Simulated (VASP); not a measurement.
# Ta (Im-3m) in VASP: settings compared

Aim: see how the results for Ta move with the level of theory and the settings. Levels: PBEsol, PBE, LDA, r2SCAN. Tasks: relaxation of cell and atoms.

Program: VASP 6.6.1. These are calculated values, not measurements. Logs are shortened: lines on timing, memory, paths and dates and some standing lists are left out, and cuts for length are marked.

### Step 1. The structure

Symmetry: Im-3m, No. 229, cubic system. The conventional cell has a = 3.303 Å, b = 3.303 Å, c = 3.303 Å, α = 90.00°, β = 90.00°, γ = 90.00°. Ta (site symmetry m-3m) is surrounded by 8 Ta at 2.86 Å.

### Step 2. Relaxation of cell and atoms, PBEsol

The input, INCAR:

```
SYSTEM = Ta
ALGO     = Normal         ! electronic algorithm
EDIFF    = 1E-7           ! SCF threshold, eV
EDIFFG   = -0.01          ! ionic threshold
ENCUT    = 600            ! plane-wave cutoff, eV
GGA      = PS             ! functional
IBRION   = 2              ! ionic algorithm
ISIF     = 3              ! what is computed and relaxed
ISMEAR   = -1             ! smearing method
LASPH    = .True.         ! aspherical terms in the spheres
LCHARG   = .False.        ! write CHGCAR
LREAL    = .False.        ! projectors in reciprocal space
LWAVE    = .False.        ! write WAVECAR
NELM     = 60             ! most SCF steps
NSW      = 40             ! ionic steps
PREC     = Accurate       ! precision mode
SIGMA    = 0.05           ! smearing width, eV
```

The input, KPOINTS:

```
k-points
0
Gamma
  23 23 23
  0 0 0
```

The input, POSCAR:

```
Ta
1.0
   -1.6512800000      1.6512800000      1.6512800000
    1.6512800000     -1.6512800000      1.6512800000
    1.6512800000      1.6512800000     -1.6512800000
Ta
1
Direct
    0.0000000000      0.0000000000      0.0000000000
```

Potentials or basis: VASP PAW PBE potentials, release 64 (Ta_pv).

Command:

```
cat potpaw_PBE.64/Ta_pv/POTCAR > POTCAR
mpirun -np 1 vasp_std > vasp.out
```

OUTCAR:

```text
SYSTEM = Ta
   EDIFF = 1E-7
   EDIFFG = -0.01
   ENCUT = 600
   GGA = PS
   IBRION = 2
   ISIF = 3
   ISMEAR = -1
   LASPH = .True.
   LREAL = .False.
   NELM = 60
   NSW = 40
   PREC = Accurate

 ion  position               nearest neighbor table
   1  0.000  0.000  0.000-

  LATTYP: Found a body centered cubic cell.
 ALAT       =     3.3025600000

  Lattice vectors:

 A1 = (  -1.6512800000,   1.6512800000,   1.6512800000)
 A2 = (   1.6512800000,  -1.6512800000,   1.6512800000)
 A3 = (   1.6512800000,   1.6512800000,  -1.6512800000)

Analysis of symmetry for initial positions (statically):
=====================================================================
 Subroutine PRICEL returns:
 Original cell was already a primitive cell.

 Routine SETGRP: Setting up the symmetry group for a
 body centered cubic supercell.

 Subroutine GETGRP returns: Found 48 space group operations
 (whereof 48 operations were pure point group operations)
 out of a pool of 48 trial point group operations.

The static configuration has the point symmetry O_h .

Analysis of symmetry for dynamics (positions and initial velocities):
=====================================================================
 Subroutine PRICEL returns:
 Original cell was already a primitive cell.

 Routine SETGRP: Setting up the symmetry group for a
 body centered cubic supercell.

 Subroutine GETGRP returns: Found 48 space group operations
 (whereof 48 operations were pure point group operations)
 out of a pool of 48 trial point group operations.

The dynamic configuration has the point symmetry O_h .

 Subroutine INISYM returns: Found 48 space group operations
 (whereof 48 operations are pure point group operations),
 and found     1 'primitive' translations

----------------------------------------------------------------------------------------

                                     Primitive cell

  volume of cell :      18.0104

  direct lattice vectors                    reciprocal lattice vectors
    -1.651280000  1.651280000  1.651280000     0.000000000  0.302795407  0.302795407
     1.651280000 -1.651280000  1.651280000     0.302795407  0.000000000  0.302795407
     1.651280000  1.651280000 -1.651280000     0.302795407  0.302795407  0.000000000

  length of vectors
     2.860100858  2.860100858  2.860100858     0.428217371  0.428217371  0.428217371

  position of ions in fractional coordinates (direct lattice)
     0.000000000  0.000000000  0.000000000

  ion indices of the primitive-cell ions
   primitive index   ion index
                 1           1

----------------------------------------------------------------------------------------

 KPOINTS: k-points

Automatic generation of k-mesh.
 Grid dimensions read from file:
 generate k-points for:   23   23   23

 Generating k-lattice:

  Cartesian coordinates                     Fractional coordinates (reciprocal lattice)
     0.000000000  0.013165018  0.013165018     0.043478261  0.000000000  0.000000000
     0.013165018  0.000000000  0.013165018     0.000000000  0.043478261  0.000000000
     0.013165018  0.013165018  0.000000000     0.000000000  0.000000000  0.043478261

  Length of vectors
     0.018618147  0.018618147  0.018618147

  Shift w.r.t. Gamma in fractional coordinates (k-lattice)
     0.000000000  0.000000000  0.000000000

 Subroutine IBZKPT returns following result:
 ===========================================

 Found    364 irreducible k-points:

 Following reciprocal coordinates:
            Coordinates               Weight
  0.000000  0.000000  0.000000      1.000000
  0.043478  0.000000  0.000000     12.000000
  0.086957  0.000000  0.000000     12.000000
  0.130435  0.000000  0.000000     12.000000
  0.173913  0.000000  0.000000     12.000000
  0.217391  0.000000  0.000000     12.000000
[... 16 lines left out ...]
  0.478261  0.043478  0.000000     24.000000
  0.086957  0.086957  0.000000     24.000000
 [... further k-points ...]
   k-points           NKPTS =    364   k-points in BZ     NKDIM =    364   number of bands    NBANDS=      9
   number of dos      NEDOS =    301   number of ions     NIONS =      1
   total plane-waves  NPLWV =  13824
   dimension x,y,z NGX =    24 NGY =   24 NGZ =   24
   dimension x,y,z NGXF=    48 NGYF=   48 NGZF=   48
   ions per type =               1
   NGX,Y,Z   is equivalent  to a cutoff of  13.95, 13.95, 13.95 a.u.
   NGXF,Y,Z  is equivalent  to a cutoff of  27.90, 27.90, 27.90 a.u.
 SYSTEM =  Ta
   PREC   = accura    normal or accurate (medium, high low for compatibility)
   ISTART =      0    job   : 0-new  1-cont  2-samecut
   ICHARG =      2    charge: 1-file 2-atom 10-const
   ISPIN  =      1    spin polarized calculation?
   LNONCOLLINEAR =      F non collinear calculations
   LSORBIT =      F    spin-orbit coupling
   LASPH  =      T    aspherical Exc in radial PAW
   ENCUT  =  600.0 eV  44.10 Ry    6.64 a.u.   5.71  5.71  5.71*2*pi/ulx,y,z
   NELM   =     60;   NELMIN=  2; NELMDL= -5     # of ELM steps
   EDIFF  = 0.1E-06   stopping-criterion for ELM
   LREAL  =      F    real-space projection
   EDIFFG = -.1E-01   stopping-criterion for IOM
   NSW    =     40    number of steps for IOM
   IBRION =      2    ionic relax: 0-MD 1-quasi-New 2-CG
   NFREE  =      1    steps in history (QN), initial steepest desc. (CG)
   ISIF   =      3    stress and relaxation
   ISYM   =      2    0-nonsym 1-usesym 2-fastsym
   POTIM  = 0.5000    time-step for ionic-motion
   TEBEG  =    0.0;   TEEND  =   0.0 temperature during run
   PSTRESS=    0.0 pullay stress
   NELECT =      11.0000    total number of electrons
   NUPDOWN=      -1.0000    fix difference up-down
   EMIN   =  10.00;   EMAX   =-10.00  energy-range for DOS
   EFERMI =   0.00;   METHOD = LEGACY
   ISMEAR =    -1;   SIGMA  =   0.05  broadening in eV -4-tet -1-fermi 0-gaus
   EFERMI_NEDOS =   21; number of points for ismear=-14 and -15
   IALGO  =     38    algorithm
   IMIX   =      4    mixing-type and parameters
     AMIX     =   0.40;   BMIX     =  1.00
     AMIX_MAG =   1.60;   BMIX_MAG =  1.00
  volume/ion in A,a.u.               =      18.01       121.54
  Fermi-wavevector in a.u.,A,eV,Ry     =   1.388988  2.624806 26.249534  1.929286
  Thomas-Fermi vector in A             =   2.513061
   LORBIT       =      0    0 simple, 1 ext, 2 COOP (PROOUT), +10 PAW based schemes
   GGA     = PS    functional components
   LHFCALC =     F    Hartree Fock is set to
   AEXX    =    0.0000 exact exchange contribution
   IVDW    =     0    specifies the selected vdW correction
   LEPSILON=     F    determine dielectric tensor
   LRPA    =     F    only Hartree local field effects (RPA)
 conjugate gradient relaxation of ions
 non-spin polarized calculation
  energy-cutoff  :      600.00
  volume of cell :       18.01
 maximum number of plane-waves:       617
   NGX = 11   NGY = 11   NGZ = 11

--------------------------------------- Ionic step        1  -------------------------------------------

 number of electron      11.0000002 magnetization

 Free energy of the ion-electron system (eV)
  ---------------------------------------------------
  ext. energy  EPLUGINS =         0.00000000
  ---------------------------------------------------
  free energy    TOTEN  =       -12.55327162 eV

  energy without entropy =      -12.54293819  energy(sigma->0) =      -12.54810490

------------------------ aborting loop because EDIFF is reached ----------------------------------------

  FORCE on cell =-STRESS in cart. coord.  units (eV):
  Direction    XX          YY          ZZ          XY          YZ          ZX
  --------------------------------------------------------------------------------------
  -------------------------------------------------------------------------------------
  Total       -0.4064208     -0.4064208     -0.4064208     -0.0000000      0.0000000      0.0000000
  in kB      -36.1546659    -36.1546659    -36.1546659     -0.0000000      0.0000000      0.0000000
  external PRESSURE =     -36.1546659 kB  Pullay stress =       0.0000000 kB
[... 55 lines left out ...]
  energy  without entropy=      -12.5256182500  energy(sigma->0) =      -12.53086777

--------------------------------------- Ionic step        3  -------------------------------------------

 number of electron      11.0000002 magnetization

 Free energy of the ion-electron system (eV)
  ---------------------------------------------------
  ext. energy  EPLUGINS =         0.00000000
  ---------------------------------------------------
  free energy    TOTEN  =       -12.55688571 eV

  energy without entropy =      -12.54662996  energy(sigma->0) =      -12.55175784

 E-fermi :   5.4478     XC(G=0): -12.8183

 val. band max:        5.4390408259   @ k =  -0.3913   0.4348   0.0870
 cond. band min:       5.4538704704   @ k =  -0.3478   0.4348   0.0435
 fundamental gap:      0.0148296445
 Fermi energy:         5.4477527776

 k-point     1 :       0.0000    0.0000    0.0000
  band No.  band energies     occupation
      1     -27.4955      2.00000
      2     -27.4955      2.00000
      3     -27.4955      2.00000
      4      -2.5338      2.00000
      5       6.1803      0.00000
      6       6.1803      0.00000
      7       6.1803      0.00000
      8       9.5134      0.00000
      9       9.5134      0.00000
[... 265 lines left out ...]
 k-point    24 :       0.0870    0.0870    0.0000
  band No.  band energies     occupation
      1     -27.7748      2.00000
      2     -27.5594      2.00000
      3     -27.5198      2.00000
      4      -1.5463      2.00000
      5       5.6654      0.02540
      6       5.7708      0.00312
      7       7.2353      0.00000
      8       8.7404      0.00000
      9       9.6404      0.00000

 [... further k-points ...]
[... 5 lines left out ...]
  --------------------------------------------------------------------------------------
  -------------------------------------------------------------------------------------
  Total       -0.0063334     -0.0063334     -0.0063334     -0.0000000      0.0000000     -0.0000000
  in kB       -0.5732980     -0.5732980     -0.5732980     -0.0000000      0.0000000     -0.0000000
  external PRESSURE =      -0.5732980 kB  Pullay stress =       0.0000000 kB
[... 16 lines left out ...]
  FREE ENERGIE OF THE ION-ELECTRON SYSTEM (eV)
  ---------------------------------------------------
  free  energy   TOTEN  =       -12.5568857124 eV

  energy  without entropy=      -12.5466299643  energy(sigma->0) =      -12.55175784

 reached required accuracy - stopping structural energy minimisation
```

It took 48 s on 1 thread of Intel Xeon Platinum 8488C (Sapphire Rapids), shared host; peak memory 0.21 GiB.

What came out:

```
Free energy                            : -12.5569 eV
Relaxed volume                         : 17.70 Å³/atom
Relaxed cell                           : a = 2.844 Å, b = 2.844 Å, c = 2.844 Å, α = 109.47°, β = 109.47°, γ = 109.47°
Space group after relaxing (to 0.05 Å) : Im-3m (No. 229)
Energy gained by relaxing              : 3.6 meV/atom
Ionic steps                            : 3
Pressure after relaxing                : -0.1 GPa
Band gap on the k mesh                 : none (metal or under the smearing width)
```

Step by step:
| step | energy change (eV) | largest force (eV/Å) | pressure (GPa) | volume (Å³) |
| --- | --- | --- | --- | --- |
| 1 | 0.0000 | 0.0000 | -3.62 | 18.01 |
| 2 | 0.0172 | 0.0000 | 9.49 | 16.97 |
| 3 | -0.0036 | 0.0000 | -0.06 | 17.70 |

Final structure:
```yaml
crystal:
  lattice:
    - [-1.64173, 1.64173, 1.64173]
    - [1.64173, -1.64173, 1.64173]
    - [1.64173, 1.64173, -1.64173]
  atoms:
    - { symbol: Ta, position: [0.00000, 0.00000, 0.00000] }
```

Caveat: the PAW data sets were made with another functional, which shifts forces and pressure a little.

### Step 3. Relaxation of cell and atoms, PBE

The input, INCAR:

```
SYSTEM = Ta
PREC = Accurate ; ENCUT = 600
EDIFF = 1E-6 ; ISMEAR = -1
SIGMA = 0.05 ; LREAL = .FALSE.
LASPH = .TRUE. ; NELM = 100
ALGO = Fast ; ISIF = 3
LWAVE = .FALSE. ; LCHARG = .FALSE.
GGA = PE ; IBRION = 2
NSW = 60 ; EDIFFG = -0.02
```

The input, KPOINTS:

```
regular mesh
0
G
  23 23 23
  0 0 0
```

POSCAR is that of step 2.

Potentials or basis: VASP PAW PBE potentials, release 64 (Ta_pv).

Command:

```
cat potpaw_PBE.64/Ta_pv/POTCAR > POTCAR
mpirun -np 1 vasp_std > vasp.out
```

It took 5.2 min on 1 thread of AMD EPYC 7R43 (Zen 3), shared host; peak memory 0.18 GiB.

Results (log left out):

```yaml
Free_energy: -11.8187 eV
Relaxed_volume: 18.30 Å³/atom
Relaxed_cell: a = 2.876 Å, b = 2.876 Å, c = 2.876 Å, α = 109.47°, β = 109.47°, γ = 109.47°
Space_group_after_relaxing_to_0.05_Å: Im-3m (No. 229)
Energy_gained_by_relaxing: 2.9 meV/atom
Ionic_steps: 3
Pressure_after_relaxing: 0.0 GPa
Band_gap_on_the_k_mesh: none (metal or under the smearing width)
```

The path:
```
step  energy change (eV)  largest force (eV/Å)  pressure (GPa)  volume (Å³)
   1              0.0000                0.0000            3.25        18.01
   2              0.0117                0.0000           -6.75        18.98
   3             -0.0029                0.0000           -0.02        18.30
```

Final structure:
```cif
data_structure
_symmetry_space_group_name_H-M 'P 1'
_symmetry_Int_Tables_number 1
_cell_length_a 2.8756
_cell_length_b 2.8756
_cell_length_c 2.8756
_cell_angle_alpha 109.471
_cell_angle_beta 109.471
_cell_angle_gamma 109.471
_cell_volume 18.30
loop_
_atom_site_label
_atom_site_type_symbol
_atom_site_fract_x
_atom_site_fract_y
_atom_site_fract_z
_atom_site_occupancy
Ta1 Ta 0.00000 0.00000 0.00000 1
```

Levels at points of the mesh, in eV from the Fermi level:
```csv
k point,band 2,band 3,band 4,band 5,band 6,band 7,band 8,band 9
"(0.00, 0.00, 0.00)",-33.13,-33.13,-7.85,0.74,0.74,0.74,3.96,3.96
```

Spin-orbit coupling is left out, which matters for the levels of Ta. Zero-point motion and thermal expansion aren't in these numbers.

### Step 4. Relaxation of cell and atoms, LDA

The input, INCAR:

```
SYSTEM = Ta
PREC = Accurate
ENCUT = 600
EDIFF = 1E-6
ISMEAR = -1
SIGMA = 0.05
LREAL = .False.
LASPH = .True.
NELM = 80
ALGO = Normal
ISIF = 3
LWAVE = .False.
LCHARG = .False.
GGA = CA
IBRION = 2
NSW = 60
EDIFFG = -0.01
```

The input, KPOINTS:

```
regular mesh
0
Gamma
  23 23 23
  0 0 0
```

POSCAR is that of step 3.

Potentials or basis: VASP PAW LDA potentials, release 64 (Ta_pv).

Command:

```
cat potpaw_LDA.64/Ta_pv/POTCAR > POTCAR
mpirun -np 1 vasp_std > vasp.out
```

Run time: 76 s. Hardware: 1 thread of Intel Xeon Platinum 8375C at 2.90GHz (Ice Lake), shared host; peak memory 0.21 GiB.

Results (log left out):

```yaml
Free_energy: -12.8327 eV
Relaxed_volume: 17.30 Å³/atom
Relaxed_cell: a = 2.822 Å, b = 2.822 Å, c = 2.822 Å, α = 109.47°, β = 109.47°, γ = 109.47°
Space_group_after_relaxing_to_0.05_Å: Im-3m (No. 229)
Energy_gained_by_relaxing: 18.7 meV/atom
Ionic_steps: 4
Pressure_after_relaxing: 0.0 GPa
Band_gap_on_the_k_mesh: none (metal or under the smearing width)
```

The path:
```csv
step,energy change (eV),largest force (eV/Å),pressure (GPa),volume (Å³)
1,0.0000,0.0000,-8.15,18.01
2,0.0923,0.0000,24.36,15.73
3,-0.0187,0.0000,-0.29,17.32
4,-0.0187,0.0000,-0.04,17.30
```

Final structure:
```
Ta
1.0
    -1.62929    1.62929    1.62929
     1.62929   -1.62929    1.62929
     1.62929    1.62929   -1.62929
Ta
1
Direct
  0.00000 0.00000 0.00000
```

Levels at points of the mesh, in eV from the Fermi level:
| k point | band 4 | band 5 | band 6 | band 7 | band 8 | band 9 |
| --- | --- | --- | --- | --- | --- | --- |
| (0.00, 0.00, 0.00) | -7.98 | 0.68 | 0.68 | 0.68 | 4.08 | 4.08 |

The run has no spin-orbit coupling, so splittings on Ta are missing. Zero-point motion and thermal expansion aren't in these numbers.

### Step 5. Relaxation of cell and atoms, r2SCAN

The input, INCAR:

```
SYSTEM = Ta
ALGO = Normal ; EDIFF = 1E-6
EDIFFG = -0.01 ; ENCUT = 600
IBRION = 2 ; ISIF = 3
ISMEAR = -1 ; LASPH = .TRUE.
LCHARG = .FALSE. ; LMIXTAU = .TRUE.
LREAL = .FALSE. ; LWAVE = .FALSE.
METAGGA = R2SCAN ; NELM = 80
NSW = 40 ; PREC = Accurate
SIGMA = 0.05
```

The input, KPOINTS:

```
k-points
0
G
  23 23 23
  0 0 0
```

POSCAR is that of step 4.

Potentials or basis: VASP PAW PBE potentials, release 64 (Ta_pv).

Command:

```
cat potpaw_PBE.64/Ta_pv/POTCAR > POTCAR
mpirun -np 1 vasp_std > vasp.out
```

Run time: 5.2 min. Hardware: 1 thread of Intel Xeon Platinum 8488C (Sapphire Rapids), shared host; peak memory 0.22 GiB.

The run converged. Its results:

```
Free energy                            : -48.5857 eV
Relaxed volume                         : 18.10 Å³/atom
Relaxed cell                           : a = 2.865 Å, b = 2.865 Å, c = 2.865 Å, α = 109.47°, β = 109.47°, γ = 109.47°
Space group after relaxing (to 0.05 Å) : Im-3m (No. 229)
Energy gained by relaxing              : 0.3 meV/atom
Ionic steps                            : 3
Pressure after relaxing                : 0.0 GPa
Band gap on the k mesh                 : none (metal or under the smearing width)
```

Step by step:
```
step  energy change (eV)  largest force (eV/Å)  pressure (GPa)  volume (Å³)
   1              0.0000                0.0000            1.06        18.01
   2              0.0014                0.0000           -2.42        18.32
   3             -0.0003                0.0000            0.01        18.10
```

Final structure:
```yaml
crystal:
  lattice:
    - [-1.65409, 1.65409, 1.65409]
    - [1.65409, -1.65409, 1.65409]
    - [1.65409, 1.65409, -1.65409]
  atoms:
    - { symbol: Ta, position: [0.00000, 0.00000, 0.00000] }
```

Levels at points of the mesh, in eV from the Fermi level:
```csv
k point,band 4,band 5,band 6,band 7,band 8,band 9
"(0.00, 0.00, 0.00)",-8.30,0.85,0.85,0.85,4.32,4.32
```

Caveat: the PAW data sets were made with another functional, which shifts forces and pressure a little.

### Step 6. Summary

| level | potentials or basis | gap on the mesh (eV) | pressure (GPa) | relaxed volume (Å³/atom) |
| --- | --- | --- | --- | --- |
| PBEsol | VASP PAW PBE potentials, release 64 (Ta_pv) | none | -0.1 | 17.70 |
| PBE | VASP PAW PBE potentials, release 64 (Ta_pv) | none | 0.0 | 18.30 |
| LDA | VASP PAW LDA potentials, release 64 (Ta_pv) | none | 0.0 | 17.30 |
| r2SCAN | VASP PAW PBE potentials, release 64 (Ta_pv) | none | 0.0 | 18.10 |

Alike in all rows: task relaxation of cell and atoms; no spin polarisation; cell relaxed; k mesh 23 × 23 × 23; cutoff (eV) 600; smearing fermi-dirac 0.05 eV.

Caveats: the PAW data sets were made with another functional, which shifts forces and pressure a little (some runs).

Total energies depend on the potentials used, so only differences within one code and one set of settings carry meaning.
